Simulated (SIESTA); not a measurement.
The system is Pb.

```
Pb
1.0
     0.00000    2.47502    2.47502
     2.47502    0.00000    2.47502
     2.47502    2.47502    0.00000
Pb
1
Direct
  0.00000 0.00000 0.00000
```

Base run:

| Quantity | Value |
| --- | --- |
| Program | SIESTA 5.4.2 |
| Functional | PBE |
| Potentials or basis | PseudoDojo 0.4 standard (PBE files) |
| Basis | SZ (energy shift 0.002 Ry) |
| Grid cutoff | 500 Ry |
| Energy shift | 0.002 Ry |
| k mesh | 9 × 9 × 9 |
| Occupations | fermi-dirac, width 0.05 eV |
| Spin | no spin polarisation |

Its results: band gap on the k mesh none (metal or under the smearing width); pressure 6.4 GPa.

After a change of settings the same cell gave: band gap on the k mesh none (metal or under the smearing width); pressure 2.8 GPa. Which change was it?
A. basis from SZ (energy shift 0.002 Ry) to SZ (energy shift 0.01 Ry); energy shift from 0.002 Ry to 0.01 Ry
B. functional from PBE to PBEGcGxHEG; basis from SZ (energy shift 0.002 Ry) to DZP (energy shift 0.002 Ry)
C. basis from SZ (energy shift 0.002 Ry) to DZP (energy shift 0.003 Ry; two zetas on semicore shells); energy shift from 0.002 Ry to 0.003 Ry
D. functional from PBE to BLYP; basis from SZ (energy shift 0.002 Ry) to DZP (energy shift 0.002 Ry)

C.

Caveats: the basis of atomic orbitals isn't converged, which shifts pressures, moduli and gaps; the basis has no polarisation orbitals (some runs).

Not every run made on this cell is shown here.
